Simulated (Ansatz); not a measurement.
Phase order of Mg along its cold isotherm

All-electron LAPW in Ansatz 0.2.0 under PBE, scalar-relativistic, energies extrapolated to zero smearing. Each structure type was compressed from its own relaxed volume, symmetry kept and shape relaxed on PAW files, and E(V) was fitted to energies and pressures; H = E + pV has no temperature or zero-point term. Only these types were tried: dhcp (P6_3/mmc, 11×11×3 mesh, 22.99 Å³/atom at rest); omega (P6/mmm, 7×7×10 mesh, 23.29 Å³/atom at rest); beta tin (I4_1/amd, 16×16×16 mesh, 25.73 Å³/atom at rest); bcc (Im-3m, 17×17×17 mesh, 22.94 Å³/atom at rest); simple hexagonal (P6/mmm, 14×14×13 mesh, 25.69 Å³/atom at rest); sc (Pm-3m, 13×13×13 mesh, 27.63 Å³/atom at rest); fcc (Fm-3m, 16×16×16 mesh, 23.13 Å³/atom at rest); diamond (Fd-3m, 12×12×12 mesh, 40.48 Å³/atom at rest); hcp (P6_3/mmc, 15×15×8 mesh, 22.95 Å³/atom at rest). Spin polarisation is left out. Spin–orbit coupling is left out; Fermi–Dirac smearing is 0.05 to 0.1 eV. Enthalpies carry a few meV/atom of noise from meshes and fits.

Enthalpies against dhcp:

```
p (GPa)  dhcp (meV/atom)  omega (meV/atom)  beta tin (meV/atom)  bcc (meV/atom)  simple hexagonal (meV/atom)  sc (meV/atom)  fcc (meV/atom)  diamond (meV/atom)  hcp (meV/atom)
      0                0                57                  270              30                          231            384              16                 773               1
    1.6                0                60                  295              29                          255            426              17                 929               1
    4.4                0                63                  330              28                          290            486              19                1141               0
    8.2                0                66                  367              25                          326            550              21                1367               0
     16                0                70                  420              20                          379            648              23                1716              -2
     27                0                72                  470              14                          429            744              25                2075              -2
     41                0                72                  510               6                          470            829              26                2415              -2
     52                0                72                  532               1                          492            878              26                2628              -2
```

**Question.** What sequence of phases does this give?

**Answer.** The lowest types lie within 5 meV/atom of each other over much of the range, too close to call on these meshes: dhcp and hcp compete.
